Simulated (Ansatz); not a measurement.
# The perfect armchair graphene nanoribbon (N = 15, H edges), part 2 of 3

What gap, if any, does the armchair graphene nanoribbon (N = 15, H edges) have, and how does it change under strain?

Ansatz 0.2.0; DFT PBE, plane waves, PAW; relaxation of a wire's period (the session's first sound run).

So far. Step 2 (Relaxing the period): The cell's length comes to 4.286 Å with spin left out.

**3. The perfect wire**

This step: DFT PBE, plane waves, PAW; bands of a perfect wire (Ansatz 0.2.0).

At the relaxed period the bands are computed along the axis; those that cross an energy going forward count the channels that a perfect wire would open there.

input.yaml

```yaml
crystal:
  lattice:
    - [26.07, 0.0, 0.0]
    - [0.0, 7.0, 0.0]
    - [0.0, 0.0, 4.2862627982]
  atoms:
    - { symbol: C, position: [0.170135642, 0.5, 0.006751533] }
    - { symbol: C, position: [0.263515998, 0.5, 0.999916799] }
    - { symbol: C, position: [0.358209949, 0.5, 0.999620146] }
    - { symbol: C, position: [0.452779777, 0.5, 0.000252998] }
    - { symbol: C, position: [0.547220223, 0.5, 0.000252998] }
    - { symbol: C, position: [0.641790051, 0.5, 0.999620146] }
    - { symbol: C, position: [0.736484002, 0.5, 0.999916799] }
    - { symbol: C, position: [0.829864358, 0.5, 0.006751533] }
    - { symbol: C, position: [0.170135642, 0.5, 0.3265818] }
    - { symbol: C, position: [0.263515998, 0.5, 0.333416535] }
    - { symbol: C, position: [0.358209949, 0.5, 0.333713187] }
    - { symbol: C, position: [0.452779777, 0.5, 0.333080335] }
    - { symbol: C, position: [0.547220223, 0.5, 0.333080335] }
    - { symbol: C, position: [0.641790051, 0.5, 0.333713187] }
    - { symbol: C, position: [0.736484002, 0.5, 0.333416535] }
    - { symbol: C, position: [0.829864358, 0.5, 0.3265818] }
    - { symbol: H, position: [0.133390671, 0.5, 0.446646174] }
    - { symbol: H, position: [0.866609329, 0.5, 0.446646174] }
    - { symbol: C, position: [0.216322889, 0.5, 0.498790957] }
    - { symbol: C, position: [0.311015735, 0.5, 0.500603274] }
    - { symbol: C, position: [0.405412522, 0.5, 0.500146895] }
    - { symbol: C, position: [0.5, 0.5, 0.499749841] }
    - { symbol: C, position: [0.594587478, 0.5, 0.500146895] }
    - { symbol: C, position: [0.688984265, 0.5, 0.500603274] }
    - { symbol: C, position: [0.783677111, 0.5, 0.498790957] }
    - { symbol: C, position: [0.216322889, 0.5, 0.834542376] }
    - { symbol: C, position: [0.311015735, 0.5, 0.832730059] }
    - { symbol: C, position: [0.405412522, 0.5, 0.833186438] }
    - { symbol: C, position: [0.5, 0.5, 0.833583493] }
    - { symbol: C, position: [0.594587478, 0.5, 0.833186438] }
    - { symbol: C, position: [0.688984265, 0.5, 0.832730059] }
    - { symbol: C, position: [0.783677111, 0.5, 0.834542376] }
    - { symbol: H, position: [0.133390671, 0.5, 0.886687159] }
    - { symbol: H, position: [0.866609329, 0.5, 0.886687159] }
kpoints:
  mp_grid: { grid: [1, 1, 19] }
  band_path: { path: ["Γ", Z], npoints: 90 }
scf:
  occupations: { method: fermi_dirac, width: 0.05 }
hamiltonian:
  xc: pbe
output:
  dos: { e_range: [-5, 4] }
  write_potential: true
  write_density: true
  volumetric_format: npy
```

On the command line:

```sh
$ ansatz run input.yaml --threads 4 --pin off --max-ram 16384MiB --backend cpu --events-out ev --progress --plain --runs-dir out
```

Numbers of over 12 decimals in the logs are rounded to 6 here.

Output:

```text
[...]
Crystal: 34 atoms, lattice volume = 782.200 Å³
Basis set: ecut = 420 eV, 15323 PW (Γ)
Bands: 96, of which v1, the nominal top of the filled ones, is band 62 counted from 1 (61 counted from 0)
Symmetry: 8 space group operations
[...]
k-points: 10 of 19
[...]
SCF iter   1: F=—  HF=-7591.489154 eV  |F-HF|=—  |Δ(HF+E_count)|=         —  Δρ=2.67e-3  dr2=1.60e-1  ethr=1.77e-3  ⟨swp⟩=10.1  Hψ=5673  notcnv=0  defer=182
[...]
SCF iter   9: F=-7591.456062 eV  HF=-7591.456062 eV  |F-HF|=6.19e-8  |Δ(HF+E_count)|=   6.30e-7  Δρ=1.94e-6  dr2=3.03e-8  ethr=8.06e-11  ⟨swp⟩=26.9  Hψ=6986  notcnv=0
SCF 1 converged in 9 iterations: F = -7591.456062 eV  dr2 = 3.03e-8
[...]
NSCF: frozen V_eff on 91 k-points
WARN: The output density's exchange-correlation potential varies sharply where the density is thin. Do not read a vacuum level from v_tot or v_xc, or from such a field of the output density. On a cell that repeats whose density bears no net charge and no dipole along the vacuum's axis use v_es (v_loc + v_h of the components); under efield.dipole_correction with no amplitude use v_es + v_field, which holds any externa [...]
SCF converged after 9 iterations
Free energy (F): -7591.456062 eV
[...]
Internal energy: -7591.455593 eV  (E = F + TS)
E sigma→0 (E₀):  -7591.455827 eV
Entropy (-TS):   -0.000469 eV (-0.014 meV/atom)
Fermi energy:    -0.148574 eV
[...]
--- Band table (eV; the first three rows and the last of 10) ---
  k-point 0: bands = [... 58 lower, -1.7308, -1.1431, -0.8341, -0.3933, 0.0962, 0.5501, 0.7797, 1.2138, ... 30 higher]
  k-point 1: bands = [... 58 lower, -1.8435, -1.2887, -0.9097, -0.6697, 0.3688, 0.6131, 0.9313, 1.3473, ... 30 higher]
  k-point 2: bands = [... 58 lower, -1.8828, -1.6345, -1.1064, -1.1000, 0.7732, 0.7887, 1.2946, 1.5520, ... 30 higher]
  k-point 9: bands = [... 58 lower, -3.2696, -2.9207, -2.6910, -2.5299, 1.6182, 1.8566, 2.0975, 2.6644, ... 30 higher]
```

It took 1.7 min on 4 threads of Arm Neoverse V2, shared host; peak memory 3.8 GiB.

Numbers from this step:

```yaml
energy_at_zero_smearing: -7591.4558 eV
band_gap: 0.4894 eV
```

The electronic bands at the labelled points (eV, zero at the Fermi level; v1 is the highest filled band, c1 the lowest empty one):

| point | v4 | v3 | v2 | v1 | c1 | c2 | c3 | c4 |
| --- | --- | --- | --- | --- | --- | --- | --- | --- |
| Γ | -1.58 | -0.99 | -0.69 | -0.24 | 0.24 | 0.70 | 0.93 | 1.36 |
| halfway | -2.57 | -2.17 | -1.90 | -1.77 | 1.57 | 1.61 | 2.11 | 2.32 |
| Z | -3.21 | -2.72 | -2.59 | -2.38 | 1.76 | 2.06 | 2.18 | 2.93 |

The gap is 0.489 eV, with spin left out.

On this path the gap is direct, 0.49 eV, with the valence top at Γ and the conduction bottom at Γ.

**4. At a strained period, period over the relaxed period 0.96, k-mesh 1×1×15**

This step: DFT PBE, plane waves, PAW; relaxation at a fixed period (Ansatz 0.2.0).

The period is set to 0.96 times the relaxed one and the atoms relax within it: strain changes bond lengths and angles, which shifts the bands against each other. Against the first PBE run of this kind, the mesh along the wire has 15 points against 19.

The cell differs from the one that the last finished run ended in (c 4.286 → 4.115 Å).

Edit input.yaml of step 3 so:

```diff
@@ -4,3 +4,3 @@
     - [0.0, 7.0, 0.0]
-    - [0.0, 0.0, 4.2862627982]
+    - [0.0, 0.0, 4.1148122862]
   atoms:
@@ -41,3 +41,3 @@
 kpoints:
-  mp_grid: { grid: [1, 1, 19] }
+  mp_grid: { grid: [1, 1, 15] }
   band_path: { path: ["Γ", Z], npoints: 90 }
@@ -47,6 +47,6 @@
   xc: pbe
+relax:
+  max_steps: 40
+  f_tol: 0.02
 output:
-  dos: { e_range: [-5, 4] }
-  write_potential: true
-  write_density: true
-  volumetric_format: npy
+  stress: true
```

Output:

```text
Warning: output.stress: scf.convergence.dr2_threshold = 1e-7 eV (the SCF's general default) is looser than the 3.4e-9 eV advised for a printed stress (1e-10 eV for each atom of the cell: 34). What an SCF threshold leaves in a stress goes as its square root, and in the free energy as the threshold itself, and one threshold admits the most on a small cell: [figures from the program's tests cut] Every solve of this run  [...]
[...]
Crystal: 34 atoms, lattice volume = 750.912 Å³
Basis set: ecut = 420 eV, 14669 PW (Γ), exchange–correlation on 360×96×60 points (8 copies of the dense FFT grid, shifted against one another)
Bands: 96, of which v1, the nominal top of the filled ones, is band 62 counted from 1 (61 counted from 0)
Symmetry: 8 space group operations
[...]
k-points: 8 of 15
[...]
SCF iter   1: F=—  HF=-7589.913966 eV  |F-HF|=—  |Δ(HF+E_count)|=         —  Δρ=2.44e-3  dr2=1.25e-1  ethr=1.77e-3  ⟨swp⟩=10.1  Hψ=4725  notcnv=0  defer=143
[...]
SCF iter   6: F=-7589.891739 eV  HF=-7589.891735 eV  |F-HF|=3.81e-6  |Δ(HF+E_count)|=   7.49e-5  Δρ=1.12e-5  dr2=9.02e-7  ethr=6.59e-9  ⟨swp⟩=4.0  Hψ=2250  notcnv=0
SCF 1 converged in 6 iterations: F = -7589.891739 eV  dr2 = 9.02e-7
[...]
relax step   1: F+E_penalty+E_count = -7589.89173866 eV  Δ(F+E_penalty+E_count) = +0.000e0 eV  max|allowed force component| = 1.649e0 eV/Å  Δτ_max = 0.0000 Å  (6 SCF iters, dr2 threshold 1.00e-5 eV, accepted)
[...]
SCF iter   5: F=-7590.061468 eV  HF=-7590.061500 eV  |F-HF|=3.26e-5  |Δ(HF+E_count)|=   8.15e-5  Δρ=5.88e-5  dr2=4.22e-5  ethr=8.06e-8  ⟨swp⟩=3.0  Hψ=2735  notcnv=0
SCF 2 converged in 5 iterations: F = -7590.061468 eV  dr2 = 4.22e-5
[...]
relax step   2: F+E_penalty+E_count = -7590.06146758 eV  Δ(F+E_penalty+E_count) = -1.697e-1 eV  max|allowed force component| = 3.910e-1 eV/Å  Δτ_max = 0.0613 Å  (5 SCF iters, dr2 threshold 1.00e-4 eV, accepted)
SCF iter   1: F=—  HF=-7590.096803 eV  |F-HF|=—  |Δ(HF+E_count)|=         —  Δρ=3.53e-3  dr2=4.29e-2  ethr=3.78e-4  ⟨swp⟩=3.6  Hψ=1613  notcnv=0  defer=216
[...]
SCF iter   5: F=-7590.085683 eV  HF=-7590.085690 eV  |F-HF|=7.07e-6  |Δ(HF+E_count)|=   1.80e-5  Δρ=2.71e-5  dr2=9.09e-6  ethr=7.71e-9  ⟨swp⟩=3.0  Hψ=2769  notcnv=0
SCF 3 converged in 5 iterations: F = -7590.085683 eV  dr2 = 9.09e-6
[...]
relax step   3: F+E_penalty+E_count = -7590.08568272 eV  Δ(F+E_penalty+E_count) = -2.422e-2 eV  max|allowed force component| = 6.897e-2 eV/Å  Δτ_max = 0.0272 Å  (5 SCF iters, dr2 threshold 9.56e-6 eV, accepted)
[...]
relax step   4: F+E_penalty+E_count = -7590.08583748 eV  Δ(F+E_penalty+E_count) = -1.548e-4 eV  max|allowed force component| = 6.298e-2 eV/Å  Δτ_max = 0.0069 Å  (6 SCF iters, accepted)
SCF iter   1: F=—  HF=-7590.085839 eV  |F-HF|=—  |Δ(HF+E_count)|=         —  Δρ=2.34e-4  dr2=2.06e-4  ethr=1.56e-6  ⟨swp⟩=2.0  Hψ=1399  notcnv=0  defer=216
[...]
SCF iter   5: F=-7590.086161 eV  HF=-7590.086161 eV  |F-HF|=4.91e-9  |Δ(HF+E_count)|=   1.20e-7  Δρ=1.28e-6  dr2=1.64e-8  ethr=8.06e-11  ⟨swp⟩=5.0  Hψ=2474  notcnv=0
SCF 5 converged in 5 iterations: F = -7590.086161 eV  dr2 = 1.64e-8
[...]
relax step   5: F+E_penalty+E_count = -7590.08616099 eV  Δ(F+E_penalty+E_count) = -3.235e-4 eV  max|allowed force component| = 4.354e-3 eV/Å  Δτ_max = 0.0029 Å  (5 SCF iters, accepted)
[...]
the search or the solves at the SCF's close seem to have found levels that the self-consistency loop had missed (the run counts 1). By its estimate they hold under 1e-12 electrons; where the run keeps them, the occupations were computed again with them
[...]
SCF converged after 5 iterations
Free energy (F): -7590.086161 eV
[...]
Internal energy: -7590.076965 eV  (E = F + TS)
E sigma→0 (E₀):  -7590.081563 eV
Entropy (-TS):   -0.009196 eV (-0.270 meV/atom)
Fermi energy:    0.134991 eV
[...]
--- Forces (eV/Å), atoms counted from 1 ---
  atom   1  C      0.00435388     0.00000000     0.00109534
  atom   2  C     -0.00077109    -0.00000000     0.00151210
  atom   3  C     -0.00133387    -0.00000000    -0.00431001
  atom   4  C      0.00269366    -0.00000000    -0.00057960
  atom   5  C     -0.00269366     0.00000000    -0.00057960
  atom   6  C      0.00133387    -0.00000000    -0.00431001
  atom   7  C      0.00077109     0.00000000     0.00151210
  atom   8  C     -0.00435388     0.00000000     0.00109534
  atom   9  C      0.00435388    -0.00000000    -0.00109534
  atom  10  C     -0.00077109    -0.00000000    -0.00151210
  atom  11  C     -0.00133387     0.00000000     0.00431001
  atom  12  C      0.00269366     0.00000000     0.00057960
  atom  13  C     -0.00269366     0.00000000     0.00057960
  atom  14  C      0.00133387     0.00000000     0.00431001
  atom  15  C      0.00077109     0.00000000    -0.00151210
  atom  16  C     -0.00435388    -0.00000000    -0.00109534
  atom  17  H     -0.00189334    -0.00000000     0.00033565
  atom  18  H      0.00189334    -0.00000000     0.00033565
  atom  19  C     -0.00266818    -0.00000000    -0.00367227
  atom  20  C      0.00263885    -0.00000000    -0.00221419
  atom  21  C     -0.00182167     0.00000000     0.00049571
  atom  22  C      0.00000000     0.00000000    -0.00434506
  atom  23  C      0.00182167    -0.00000000     0.00049571
  atom  24  C     -0.00263885    -0.00000000    -0.00221419
  atom  25  C      0.00266818    -0.00000000    -0.00367227
  atom  26  C     -0.00266818     0.00000000     0.00367227
  atom  27  C      0.00263885     0.00000000     0.00221419
  atom  28  C     -0.00182167     0.00000000    -0.00049571
  atom  29  C     -0.00000000    -0.00000000     0.00434506
  atom  30  C      0.00182167    -0.00000000    -0.00049571
  atom  31  C     -0.00263885     0.00000000     0.00221419
  atom  32  C      0.00266818     0.00000000     0.00367227
  atom  33  H     -0.00189334     0.00000000    -0.00033565
  atom  34  H      0.00189334     0.00000000    -0.00033565
  max |Σ_I F_I| component: 1.95e-18 eV/Å
--- Stress (GPa, compression-positive) ---
       -0.001042      -0.000000       0.000000
       -0.000000       0.128224       0.000000
        0.000000       0.000000      14.369503
  P = ⅓ Tr σ = 4.8322 GPa (48.322 kbar)
--- Band table (eV; the first three rows and the last of 8) ---
  k-point 0: bands = [... 58 lower, -1.2105, -0.8419, -0.6292, 0.1265, 0.1435, 0.9314, 1.0489, 1.4582, ... 30 higher]
  k-point 1: bands = [... 58 lower, -1.4379, -0.9361, -0.9097, -0.4595, 0.7133, 1.1050, 1.2197, 1.7043, ... 30 higher]
  k-point 2: bands = [... 58 lower, -1.9229, -1.4902, -1.1687, -1.0617, 1.2572, 1.2709, 1.7987, 1.9543, ... 30 higher]
  k-point 7: bands = [... 58 lower, -3.1764, -2.9173, -2.6456, -2.5222, 1.8299, 2.0408, 2.3232, 2.8290, ... 30 higher]
--- Relaxed structure (5 steps of the walk, 5 accepted, 0 SCFs on fresh bases) ---
  F+E_penalty+E_count = -7590.08616099 eV   max|allowed force component| = 4.354e-3 eV/Å
  atoms:
    - { symbol: C, position: [0.167031, 0.500000, 0.00298137] }
    - { symbol: C, position: [0.261589, 0.500000, 0.998179] }
    - { symbol: C, position: [0.357068, 0.500000, 0.998389] }
    - { symbol: C, position: [0.452358, 0.500000, -0.00137681] }
    - { symbol: C, position: [0.547642, 0.500000, -0.00137681] }
    - { symbol: C, position: [0.642932, 0.500000, 0.998389] }
    - { symbol: C, position: [0.738411, 0.500000, 0.998179] }
    - { symbol: C, position: [0.832969, 0.500000, 0.00298137] }
    - { symbol: C, position: [0.167031, 0.500000, 0.330352] }
    - { symbol: C, position: [0.261589, 0.500000, 0.335154] }
    - { symbol: C, position: [0.357068, 0.500000, 0.334944] }
    - { symbol: C, position: [0.452358, 0.500000, 0.334710] }
    - { symbol: C, position: [0.547642, 0.500000, 0.334710] }
    - { symbol: C, position: [0.642932, 0.500000, 0.334944] }
    - { symbol: C, position: [0.738411, 0.500000, 0.335154] }
    - { symbol: C, position: [0.832969, 0.500000, 0.330352] }
    - { symbol: H, position: [0.130729, 0.500000, 0.458227] }
    - { symbol: H, position: [0.869271, 0.500000, 0.458227] }
    - { symbol: C, position: [0.214062, 0.500000, 0.497306] }
    - { symbol: C, position: [0.309419, 0.500000, 0.498995] }
    - { symbol: C, position: [0.404659, 0.500000, 0.498454] }
    - { symbol: C, position: [0.5, 0.500000, 0.498492] }
    - { symbol: C, position: [0.595341, 0.500000, 0.498454] }
    - { symbol: C, position: [0.690581, 0.500000, 0.498995] }
    - { symbol: C, position: [0.785938, 0.500000, 0.497306] }
    - { symbol: C, position: [0.214062, 0.500000, 0.836028] }
    - { symbol: C, position: [0.309419, 0.500000, 0.834339] }
    - { symbol: C, position: [0.404659, 0.500000, 0.834879] }
    - { symbol: C, position: [0.5, 0.500000, 0.834841] }
    - { symbol: C, position: [0.595341, 0.500000, 0.834879] }
    - { symbol: C, position: [0.690581, 0.500000, 0.834339] }
    - { symbol: C, position: [0.785938, 0.500000, 0.836028] }
    - { symbol: H, position: [0.130729, 0.500000, 0.875107] }
    - { symbol: H, position: [0.869271, 0.500000, 0.875107] }
```

Elapsed: 2 min, on 4 threads; peak memory 3.7 GiB; 7.8 min of CPU time.

The steps of the relaxation:

| step | energy less that of the first step (eV) | largest force component (eV/Å) |
| --- | --- | --- |
| 1 | 0.0000 | 1.6495 |
| 2 | -0.1697 | 0.3910 |
| 3 | -0.1939 | 0.0690 |
| 4 | -0.1941 | 0.0630 |
| 5 | -0.1944 | 0.0044 |

Forces are held to the 8 operations that the run works with; a distortion that breaks them can't arise in this run.

The atoms that moved most (Å):

| atom | dx | dy | dz | length |
| --- | --- | --- | --- | --- |
| H17 | -0.069 | 0.000 | 0.048 | 0.084 |
| H18 | 0.069 | 0.000 | 0.048 | 0.084 |
| H33 | -0.069 | 0.000 | -0.048 | 0.084 |
| H34 | 0.069 | 0.000 | -0.048 | 0.084 |
| C16 | 0.081 | 0.000 | 0.016 | 0.082 |
| C9 | -0.081 | 0.000 | 0.016 | 0.082 |
| C8 | 0.081 | 0.000 | -0.016 | 0.082 |
| C1 | -0.081 | 0.000 | -0.016 | 0.082 |

The relaxed structure:

```cif
data_structure
_symmetry_space_group_name_H-M 'P 1'
_symmetry_Int_Tables_number 1
_cell_length_a 26.0700
_cell_length_b 7.0000
_cell_length_c 4.1148
_cell_angle_alpha 90.000
_cell_angle_beta 90.000
_cell_angle_gamma 90.000
_cell_volume 750.91
loop_
_atom_site_label
_atom_site_type_symbol
_atom_site_fract_x
_atom_site_fract_y
_atom_site_fract_z
_atom_site_occupancy
C1 C 0.16703 0.50000 0.00298 1
C2 C 0.26159 0.50000 0.99818 1
C3 C 0.35707 0.50000 0.99839 1
C4 C 0.45236 0.50000 0.99862 1
C5 C 0.54764 0.50000 0.99862 1
C6 C 0.64293 0.50000 0.99839 1
C7 C 0.73841 0.50000 0.99818 1
C8 C 0.83297 0.50000 0.00298 1
C9 C 0.16703 0.50000 0.33035 1
C10 C 0.26159 0.50000 0.33515 1
C11 C 0.35707 0.50000 0.33494 1
C12 C 0.45236 0.50000 0.33471 1
C13 C 0.54764 0.50000 0.33471 1
C14 C 0.64293 0.50000 0.33494 1
C15 C 0.73841 0.50000 0.33515 1
C16 C 0.83297 0.50000 0.33035 1
H17 H 0.13073 0.50000 0.45823 1
H18 H 0.86927 0.50000 0.45823 1
C19 C 0.21406 0.50000 0.49731 1
C20 C 0.30942 0.50000 0.49899 1
C21 C 0.40466 0.50000 0.49845 1
C22 C 0.50000 0.50000 0.49849 1
C23 C 0.59534 0.50000 0.49845 1
C24 C 0.69058 0.50000 0.49899 1
C25 C 0.78594 0.50000 0.49731 1
C26 C 0.21406 0.50000 0.83603 1
C27 C 0.30942 0.50000 0.83434 1
C28 C 0.40466 0.50000 0.83488 1
C29 C 0.50000 0.50000 0.83484 1
C30 C 0.59534 0.50000 0.83488 1
C31 C 0.69058 0.50000 0.83434 1
C32 C 0.78594 0.50000 0.83603 1
H33 H 0.13073 0.50000 0.87511 1
H34 H 0.86927 0.50000 0.87511 1
```

Numbers from this step:

```
energy at zero smearing : -7590.0816 eV
band gap                : 0.01706 eV
```

Electronic bands along the path, in eV, zero at the Fermi level; # counts the bands kept:

| point | #33 | #34 | #35 | #36 | #37 | #38 | #39 | #40 |
| --- | --- | --- | --- | --- | --- | --- | --- | --- |
| Γ | -1.35 | -0.98 | -0.76 | -0.01 | 0.01 | 0.80 | 0.91 | 1.32 |
| halfway | -2.73 | -2.26 | -2.16 | -1.94 | 1.54 | 1.64 | 2.07 | 2.37 |
| Z | -3.46 | -2.97 | -2.87 | -2.65 | 1.68 | 2.01 | 2.06 | 2.89 |

The gap is 0.0171 eV, against 0.489 eV under PBE at the relaxed period.

(Part 2 of 3 ends here.)

[Logs are printed without paths, hosts, clocks, repeated set-up lines and the standing remarks that a program may print on its own settings, such as how far it seeks lower states.]

[Hosts, paths, dates, database ids (printed as entryN), source tags and the programs' standing remarks are cut or masked in the printed files.]
